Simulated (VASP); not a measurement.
# Ge (P1) in VASP: notebook

Runs on Ge. Level: PBEsol. Tasks: single point.

Program: VASP 6.6.1. These are calculated values, not measurements. Logs are shortened: lines on timing, memory, paths and dates and some standing lists are left out, and cuts for length are marked.

## (1) The crystal as given

The typed cell holds 16 atoms: a = 8.136 Å, b = 8.136 Å, c = 8.136 Å, α = 60.00°, β = 60.00°, γ = 60.00°.

The cell was built by a generator and needn't be a form met in nature.

## (2) Single point, PBEsol

INCAR reads:

```
PREC = Accurate ; ENCUT = 520
EDIFF = 1E-6 ; ISMEAR = -1
SIGMA = 0.24 ; LREAL = Auto
LASPH = T ; NELM = 80
ALGO = Fast ; ISIF = 2
LWAVE = F ; LCHARG = T
GGA = PS ; LELF = T
LVHAR = T ; NBANDS = 126
```

KPOINTS reads:

```
regular mesh
0
Gamma
  2 2 2
```

POSCAR reads:

```
Ge
1.0
    0.0000000000      5.7528030000      5.7528030000
    5.7528030000      0.0000000000      5.7528030000
    5.7528030000      5.7528030000      0.0000000000
Ge
16
Direct
    0.0950058606     -0.1997895635      0.3117349925
    0.2363543476      0.0807953966      0.2798461898
   -0.1227488583      0.0456733874      0.5417446069
    0.2760132756     -0.1358728954      0.8973799381
   -0.0775882644      0.4437923565      0.0685318096
   -0.0682710672      0.6224183237      0.2096456284
    0.1642069092      0.3414248671      0.4963754191
    0.1233485659      0.7727537341      0.7171982076
    0.5755281382      0.0363474988     -0.0854887609
    0.7675215021     -0.0007126961      0.1107112481
    0.4648516558      0.0186517772      0.4285910712
    0.6817546160     -0.2018494289      0.6890206392
    0.4191174285      0.5041890014      0.0705742922
    0.5403365977      0.6477624907      0.1933926818
    0.3250328579      0.4700751964      0.6188200778
    0.6864653631      0.4796096790      0.5663500036
```

Potentials or basis: VASP PAW PBE potentials, release 64 (Ge_d).

Launch:

```console
$ cat potpaw_PBE.64/Ge_d/POTCAR > POTCAR
$ mpirun -np 1 vasp_std > vasp.out
```

OUTCAR:

```text
PREC = Accurate
   ENCUT = 520
   EDIFF = 1E-6
   ISMEAR = -1
   LREAL = Auto
   LASPH = T
   NELM = 80
   ISIF = 2
   GGA = PS

 ion  position               nearest neighbor table
   1  0.095  0.800  0.312-   3 2.74   4 2.80   2 2.89
   2  0.236  0.081  0.280-  11 2.42   3 2.68   1 2.89   9 2.91
   3  0.877  0.046  0.542-   8 2.49  12 2.63   2 2.68   1 2.74   9 2.78
   4  0.276  0.864  0.897-  13 2.45  12 2.76   1 2.80   8 2.84
   5  0.922  0.444  0.069-   6 2.30  14 2.61
   6  0.932  0.622  0.210-   5 2.30  10 2.52  16 2.63
   7  0.164  0.341  0.496-  11 2.62  15 2.74
   8  0.123  0.773  0.717-  15 2.45   3 2.49   4 2.84
   9  0.576  0.036  0.915-  10 2.57   3 2.78  12 2.86  14 2.88   2 2.91
  10  0.768  0.999  0.111-   6 2.52  11 2.54   9 2.57
  11  0.465  0.019  0.429-   2 2.42  10 2.54   7 2.62  12 2.76
  12  0.682  0.798  0.689-   3 2.63  11 2.76   4 2.76   9 2.86
  13  0.419  0.504  0.071-   4 2.45  14 2.58
  14  0.540  0.648  0.193-  13 2.58   5 2.61   9 2.88
  15  0.325  0.470  0.619-   8 2.45   7 2.74  16 2.79
  16  0.686  0.480  0.566-   6 2.63  15 2.79

  LATTYP: Found a face centered cubic cell.
 ALAT       =    11.5056060000

  Lattice vectors:

 A1 = (   0.0000000000,   5.7528030000,   5.7528030000)
 A2 = (   5.7528030000,   0.0000000000,   5.7528030000)
 A3 = (   5.7528030000,   5.7528030000,   0.0000000000)

Analysis of symmetry for initial positions (statically):
=====================================================================
 Subroutine PRICEL returns:
 Original cell was already a primitive cell.

 Routine SETGRP: Setting up the symmetry group for a
 face centered cubic supercell.

 Subroutine GETGRP returns: Found  1 space group operations
 (whereof  1 operations were pure point group operations)
 out of a pool of 48 trial point group operations.

The static configuration has the point symmetry C_1 .

Analysis of symmetry for dynamics (positions and initial velocities):
=====================================================================
 Subroutine PRICEL returns:
 Original cell was already a primitive cell.

 Routine SETGRP: Setting up the symmetry group for a
 face centered cubic supercell.

 Subroutine GETGRP returns: Found  1 space group operations
 (whereof  1 operations were pure point group operations)
 out of a pool of 48 trial point group operations.

The dynamic configuration has the point symmetry C_1 .

 Subroutine INISYM returns: Found  1 space group operations
 (whereof  1 operations are pure point group operations),
 and found     1 'primitive' translations

----------------------------------------------------------------------------------------

                                     Primitive cell

  volume of cell :     380.7751

  direct lattice vectors                    reciprocal lattice vectors
     0.000000000  5.752803000  5.752803000    -0.086914153  0.086914153  0.086914153
     5.752803000  0.000000000  5.752803000     0.086914153 -0.086914153  0.086914153
     5.752803000  5.752803000  0.000000000     0.086914153  0.086914153 -0.086914153

  length of vectors
     8.135692024  8.135692024  8.135692024     0.150539729  0.150539729  0.150539729

  position of ions in fractional coordinates (direct lattice)
     0.095005861  0.800210437  0.311734992
     0.236354348  0.080795397  0.279846190
     0.877251142  0.045673387  0.541744607
     0.276013276  0.864127105  0.897379938
     0.922411736  0.443792356  0.068531810
     0.931728933  0.622418324  0.209645628
[... 8 lines left out ...]
     0.325032858  0.470075196  0.618820078
     0.686465363  0.479609679  0.566350004

  ion indices of the primitive-cell ions
   primitive index   ion index
                 1           1
                 2           2
                 3           3
                 4           4
                 5           5
                 6           6
[... 8 lines left out ...]
                15          15
                16          16

----------------------------------------------------------------------------------------

 KPOINTS: regular mesh

Automatic generation of k-mesh.
 Grid dimensions read from file:
 generate k-points for:    2    2    2

 Generating k-lattice:

  Cartesian coordinates                     Fractional coordinates (reciprocal lattice)
    -0.043457076  0.043457076  0.043457076     0.500000000  0.000000000  0.000000000
     0.043457076 -0.043457076  0.043457076     0.000000000  0.500000000  0.000000000
     0.043457076  0.043457076 -0.043457076     0.000000000  0.000000000  0.500000000

  Length of vectors
     0.075269864  0.075269864  0.075269864

  Shift w.r.t. Gamma in fractional coordinates (k-lattice)
     0.000000000  0.000000000  0.000000000

 Subroutine IBZKPT returns following result:
 ===========================================

 Found      8 irreducible k-points:

 Following reciprocal coordinates:
            Coordinates               Weight
  0.000000  0.000000  0.000000      1.000000
  0.500000  0.000000  0.000000      1.000000
  0.000000  0.500000  0.000000      1.000000
  0.000000  0.000000  0.500000      1.000000
  0.500000  0.500000  0.500000      1.000000
  0.500000  0.500000  0.000000      1.000000
  0.000000  0.500000  0.500000      1.000000
  0.500000  0.000000  0.500000      1.000000
   k-points           NKPTS =      8   k-points in BZ     NKDIM =      8   number of bands    NBANDS=    126
   number of dos      NEDOS =    301   number of ions     NIONS =     16
   total plane-waves  NPLWV = 262144
   dimension x,y,z NGX =    64 NGY =   64 NGZ =   64
   dimension x,y,z NGXF=   128 NGYF=  128 NGZF=  128
   ions per type =              16
   NGX,Y,Z   is equivalent  to a cutoff of  13.08, 13.08, 13.08 a.u.
   NGXF,Y,Z  is equivalent  to a cutoff of  26.16, 26.16, 26.16 a.u.
 SYSTEM =  unknown system
   PREC   = accura    normal or accurate (medium, high low for compatibility)
   ISTART =      0    job   : 0-new  1-cont  2-samecut
   ICHARG =      2    charge: 1-file 2-atom 10-const
   ISPIN  =      1    spin polarized calculation?
   LNONCOLLINEAR =      F non collinear calculations
   LSORBIT =      F    spin-orbit coupling
   LASPH  =      T    aspherical Exc in radial PAW
   ENCUT  =  520.0 eV  38.22 Ry    6.18 a.u.  15.13 15.13 15.13*2*pi/ulx,y,z
   NELM   =     80;   NELMIN=  2; NELMDL= -5     # of ELM steps
   EDIFF  = 0.1E-05   stopping-criterion for ELM
   LREAL  =      T    real-space projection
   EDIFFG = 0.1E-04   stopping-criterion for IOM
   NSW    =      0    number of steps for IOM
   IBRION =     -1    ionic relax: 0-MD 1-quasi-New 2-CG
   NFREE  =      0    steps in history (QN), initial steepest desc. (CG)
   ISIF   =      2    stress and relaxation
   ISYM   =      2    0-nonsym 1-usesym 2-fastsym
   POTIM  = 0.5000    time-step for ionic-motion
   TEBEG  =    0.0;   TEEND  =   0.0 temperature during run
   PSTRESS=    0.0 pullay stress
   NELECT =     224.0000    total number of electrons
   NUPDOWN=      -1.0000    fix difference up-down
   EMIN   =  10.00;   EMAX   =-10.00  energy-range for DOS
   EFERMI =   0.00;   METHOD = LEGACY
   ISMEAR =    -1;   SIGMA  =   0.24  broadening in eV -4-tet -1-fermi 0-gaus
   EFERMI_NEDOS =   21; number of points for ismear=-14 and -15
   IALGO  =     68    algorithm
   IMIX   =      4    mixing-type and parameters
     AMIX     =   0.40;   BMIX     =  1.00
     AMIX_MAG =   1.60;   BMIX_MAG =  1.00
  volume/ion in A,a.u.               =      23.80       160.60
  Fermi-wavevector in a.u.,A,eV,Ry     =   1.371728  2.592190 25.601235  1.881638
  Thomas-Fermi vector in A             =   2.497399
   LORBIT       =      0    0 simple, 1 ext, 2 COOP (PROOUT), +10 PAW based schemes
   GGA     = PS    functional components
   LHFCALC =     F    Hartree Fock is set to
   AEXX    =    0.0000 exact exchange contribution
   IVDW    =     0    specifies the selected vdW correction
   LEPSILON=     F    determine dielectric tensor
   LRPA    =     F    only Hartree local field effects (RPA)
 non-spin polarized calculation
 RMM-DIIS sequential band-by-band and
  energy-cutoff  :      520.00
  volume of cell :      380.78
 maximum number of plane-waves:     10272
 NGX is ok and might be reduce to    64
   NGX = 31   NGY = 31   NGZ = 31

 number of electron     224.0000000 magnetization

 Free energy of the ion-electron system (eV)
  ---------------------------------------------------
  ext. energy  EPLUGINS =         0.00000000
  ---------------------------------------------------
  free energy    TOTEN  =       -71.92327426 eV

  energy without entropy =      -70.34470907  energy(sigma->0) =      -71.13399166

 E-fermi :   4.1418     XC(G=0): -10.0891

 val. band max:        4.1150487311   @ k =   0.5000   0.5000   0.5000
 cond. band min:       4.1445607114   @ k =   0.0000   0.5000   0.5000
 fundamental gap:      0.0295119803
 Fermi energy:         4.1418146878

 k-point     1 :       0.0000    0.0000    0.0000
  band No.  band energies     occupation
      1     -20.5772      2.00000
      2     -20.5745      2.00000
      3     -20.5604      2.00000
      4     -20.5447      2.00000
      5     -20.5412      2.00000
      6     -20.4643      2.00000
[... 116 lines left out ...]
    123       6.0434      0.00072
    124       6.3345      0.00022

 k-point     2 :       0.5000    0.0000    0.0000
  band No.  band energies     occupation
      1     -20.5772      2.00000
      2     -20.5745      2.00000
      3     -20.5605      2.00000
      4     -20.5448      2.00000
      5     -20.5412      2.00000
      6     -20.4638      2.00000
[... 116 lines left out ...]
    123       6.7683      0.00004
    124       7.1981      0.00001

 k-point     3 :       0.0000    0.5000    0.0000
  band No.  band energies     occupation
      1     -20.5773      2.00000
      2     -20.5745      2.00000
      3     -20.5604      2.00000
      4     -20.5447      2.00000
      5     -20.5413      2.00000
      6     -20.4646      2.00000
[... 116 lines left out ...]
    123       6.7707      0.00003
    124       6.9510      0.00002

 k-point     4 :       0.0000    0.0000    0.5000
  band No.  band energies     occupation
      1     -20.5772      2.00000
      2     -20.5745      2.00000
      3     -20.5605      2.00000
      4     -20.5447      2.00000
      5     -20.5412      2.00000
      6     -20.4640      2.00000
[... 116 lines left out ...]
    123       6.6522      0.00006
    124       6.9344      0.00002

 k-point     5 :       0.5000    0.5000    0.5000
  band No.  band energies     occupation
      1     -20.5773      2.00000
      2     -20.5745      2.00000
      3     -20.5605      2.00000
      4     -20.5448      2.00000
      5     -20.5412      2.00000
      6     -20.4631      2.00000
[... 116 lines left out ...]
    123       6.9484      0.00002
    124       7.0058      0.00001

 k-point     6 :       0.5000    0.5000    0.0000
  band No.  band energies     occupation
      1     -20.5773      2.00000
      2     -20.5745      2.00000
      3     -20.5605      2.00000
      4     -20.5447      2.00000
      5     -20.5412      2.00000
      6     -20.4635      2.00000
[... 116 lines left out ...]
    123       7.1964      0.00001
    124       7.4269      0.00000

 k-point     7 :       0.0000    0.5000    0.5000
  band No.  band energies     occupation
      1     -20.5772      2.00000
      2     -20.5745      2.00000
      3     -20.5604      2.00000
      4     -20.5447      2.00000
      5     -20.5412      2.00000
      6     -20.4647      2.00000
[... 116 lines left out ...]
    123       7.0052      0.00001
    124       7.3942      0.00000

 k-point     8 :       0.5000    0.0000    0.5000
  band No.  band energies     occupation
      1     -20.5772      2.00000
      2     -20.5745      2.00000
      3     -20.5605      2.00000
      4     -20.5448      2.00000
      5     -20.5412      2.00000
      6     -20.4638      2.00000
[... 116 lines left out ...]
    123       7.0098      0.00001
    124       7.0738      0.00001
 [bands above 124 left out]

------------------------ aborting loop because EDIFF is reached ----------------------------------------

  FORCE on cell =-STRESS in cart. coord.  units (eV):
  Direction    XX          YY          ZZ          XY          YZ          ZX
  --------------------------------------------------------------------------------------
  -------------------------------------------------------------------------------------
  Total       -4.5217570     -8.8751164     -8.6670922     -0.6474393      1.2766238      2.4317394
  in kB      -19.0260790    -37.3435963    -36.4682981     -2.7242134      5.3716167     10.2319666
  external PRESSURE =     -30.9459912 kB  Pullay stress =       0.0000000 kB

 VOLUME and BASIS-vectors are now :
 -----------------------------------------------------------------------------
  energy-cutoff  :      520.00
  volume of cell :      380.78
      direct lattice vectors                 reciprocal lattice vectors
     0.000000000  5.752803000  5.752803000    -0.086914153  0.086914153  0.086914153
     5.752803000  0.000000000  5.752803000     0.086914153 -0.086914153  0.086914153
     5.752803000  5.752803000  0.000000000     0.086914153  0.086914153 -0.086914153

 POSITION                                       TOTAL-FORCE (eV/Angst)
 -----------------------------------------------------------------------------------
      6.39680      2.33990      5.15000        -0.381778      0.264271     -0.031404
      2.07470      2.96960      1.82450        -0.501724     -1.010581     -0.251003
      3.37930      8.16320      5.30940         0.667737     -0.467125      0.355597
     10.13360      6.75030      6.55900         0.371555     -1.078907      0.230689
      2.94730      5.70070      7.85950        -1.757086     -0.249761     -0.643849
      4.78670      6.56610      8.94070         1.208086      0.941954      0.934285
[... 8 lines left out ...]
      6.26420      5.42980      4.57410        -0.652269      0.003443     -0.073492
      6.01720      7.20720      6.70820        -0.153595      0.051021     -0.227033
 -----------------------------------------------------------------------------------
    total drift:                                0.001514     -0.000160     -0.001009

  FREE ENERGIE OF THE ION-ELECTRON SYSTEM (eV)
  ---------------------------------------------------
  free  energy   TOTEN  =       -71.9232742578 eV

  energy  without entropy=      -70.3447090716  energy(sigma->0) =      -71.13399166
```

Run time: 11 min. Hardware: 1 thread of AMD EPYC 9R14 (Zen 4), shared host; peak memory 0.65 GiB.

Results:

```yaml
Free_energy: -71.9233 eV
Pressure: -3.1 GPa
Largest_force: 1.888 eV/Å
Band_gap_on_the_k_mesh: none (metal or under the smearing width)
```

Forces on the atoms (eV/Å):
```
Ge  -0.382  0.264 -0.031
Ge  -0.502 -1.011 -0.251
Ge   0.668 -0.467  0.356
Ge   0.372 -1.079  0.231
Ge  -1.757 -0.250 -0.644
Ge   1.208  0.942  0.934
Ge   0.030 -0.273  0.510
Ge   0.758  0.576  0.299
Ge   0.009 -0.257 -0.475
Ge  -0.060  0.144  0.557
Ge   0.341  0.957 -0.047
Ge   0.018 -0.052 -0.291
Ge  -0.423  0.579 -1.001
Ge   0.525 -0.130  0.154
Ge  -0.652  0.003 -0.073
Ge  -0.154  0.051 -0.227
```

Stress tensor (GPa, compression positive):
```
-1.90 -0.27  1.02
-0.27 -3.73  0.54
 1.02  0.54 -3.65
```

Levels at points of the mesh, in eV from the Fermi level:
```csv
k point,band 109,band 110,band 111,band 112,band 113,band 114,band 115,band 116
"(0.00, 0.00, 0.00)",-0.34,-0.21,-0.06,0.04,0.26,0.33,0.46,0.53
"(0.50, 0.00, 0.00)",-0.92,-0.84,-0.53,-0.17,0.13,0.48,0.84,1.14
"(0.00, 0.50, 0.00)",-0.90,-0.69,-0.53,-0.44,0.09,0.22,0.41,0.86
"(0.00, 0.00, 0.50)",-0.79,-0.72,-0.24,-0.12,0.03,0.16,0.60,0.80
"(0.50, 0.50, 0.50)",-1.02,-0.79,-0.62,-0.21,-0.03,0.12,0.59,0.96
"(0.50, 0.50, 0.00)",-0.98,-0.46,-0.41,-0.19,0.15,0.42,0.69,1.11
"(0.00, 0.50, 0.50)",-1.11,-0.44,-0.19,0.00,0.22,0.42,0.81,1.02
"(0.50, 0.00, 0.50)",-0.88,-0.76,-0.47,-0.26,0.22,0.51,0.63,0.90
```

Caveat: the k mesh is coarse (spacing up to 0.47 Å⁻¹), so the values aren't converged; the PAW data sets were made with another functional, which shifts forces and pressure a little.

[end of part 1 of 2]
